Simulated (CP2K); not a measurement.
Runs of CP2K 2026.2 on HfC. Symmetry: Fm-3m, No. 225, cubic system. The conventional cell has a = 4.650 Å, b = 4.650 Å, c = 4.650 Å, α = 90.00°, β = 90.00°, γ = 90.00°. Hf (site symmetry m-3m) is surrounded by 6 C at 2.32 Å. Around C (site symmetry m-3m) lie 6 Hf at 2.32 Å. 

```csv
task,level,cell,smearing,EPS_DEFAULT,NGRIDS,CUTOFF of the grids,points a segment of the path (NPOINTS),bands added on the path,gap on the mesh (eV),pressure (GPa)
single point,PBEsol,the cell as VASP's run set it,gaussian 0.1 eV,1.0E-10,4,450 Ry,-,-,none,-6.5
band structure,PBEsol,as given,fermi-dirac 0.05 eV,1.0E-10,5,675 Ry,6,6,none,-6.5
single point,PBEsol+D3(BJ)+ATM,as given,fermi-dirac 0.05 eV,1.0E-9,5,450 Ry,-,-,none,-10.7
single point,PBEsol+rVV10,as given,fermi-dirac 0.05 eV,1.0E-9,5,450 Ry,-,-,none,(a)
single point,PBEsol,as given,fermi-dirac 0.05 eV,1.0E-10,4,450 Ry,-,-,none,-6.5
band structure,vdW-DF2,as given,fermi-dirac 0.05 eV,1.0E-10,5,675 Ry,6,6,none,9.3
band structure,TB-mBJ,as given,fermi-dirac 0.05 eV,1.0E-9,4,675 Ry,8,6,none,-
```

Alike in all rows: potentials or basis POTENTIAL_UZH Hf GTH-PBE-q12, C GTH-PBE-q4; TZVP-MOLOPT-PBE-GTH basis; no spin polarisation; k mesh 10 × 10 × 10.

**Question.** Fill in the values left out.

**Answer.** (a) -6.9.

Caveats: the potentials were made for another functional, which shifts forces and pressure; the basis of atomic orbitals isn't converged, which shifts pressures, moduli and gaps; pairwise dispersion overbinds metals, which lowers pressure and volume (some runs); this is a model potential without an energy functional, so only levels have meaning (some runs).

A k mesh can miss the band edges, and the runs leave out spin-orbit coupling on Hf.

A gap of «none» marks a metal or a gap under the smearing width.

Not every run made on this cell is shown here.
